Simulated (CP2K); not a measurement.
Runs of CP2K 2026.2 on SrO. It takes space group Fm-3m (No. 225, cubic). Conventional cell: a = 5.133 Å, b = 5.133 Å, c = 5.133 Å, α = 90.00°, β = 90.00°, γ = 90.00°. Sr (site symmetry m-3m) is surrounded by 6 O at 2.57 Å. Around O (site symmetry m-3m) lie 6 Sr at 2.57 Å. 

| level | potentials or basis | smearing | EPS_DEFAULT | NGRIDS | points a segment of the path (NPOINTS) | bands added on the path | CUTOFF of the grids | gap on the mesh (eV) | pressure (GPa) |
| --- | --- | --- | --- | --- | --- | --- | --- | --- | --- |
| r2SCAN | POTENTIAL_UZH Sr GTH-SCAN-q10, O GTH-SCAN-q6; TZVP-MOLOPT-SCAN-GTH basis | fermi-dirac 0.01 eV | 1.0E-10 | 4 | 6 | 4 | 1300 Ry | (b) | (a) |
| PBEsol | POTENTIAL_UZH Sr GTH-PBE-q10, O GTH-PBE-q6; TZVP-MOLOPT-PBE-GTH basis | fermi-dirac 0.05 eV | 1.0E-10 | 4 | 6 | 2 | 600 Ry | 3.45 | 1.2 |
| TB-mBJ | POTENTIAL_UZH Sr GTH-PBE-q10, O GTH-PBE-q6; TZVP-MOLOPT-PBE-GTH basis | fermi-dirac 0.05 eV | 1.0E-9 | 5 | 8 | 6 | 900 Ry | 3.86 | - |
| LDA | GTH_POTENTIALS Sr GTH-PADE-q10, O GTH-PADE-q6; TZVP-MOLOPT-PBE-GTH basis | fermi-dirac 0.01 eV | 1.0E-10 | 5 | 8 | 4 | 600 Ry | 3.39 | -2.6 |

Alike in all rows: task band structure; no spin polarisation; cell as given; k mesh 9 × 9 × 9.

Estimate the missing entries.

(a) 2.9; (b) 3.88.

Caveats: the basis of atomic orbitals isn't converged, which shifts pressures, moduli and gaps; the potentials were made for another functional, which shifts forces and pressure (some runs); this is a model potential without an energy functional, so only levels have meaning (some runs).

A k mesh can miss the band edges, and the runs leave out spin-orbit coupling on Sr.
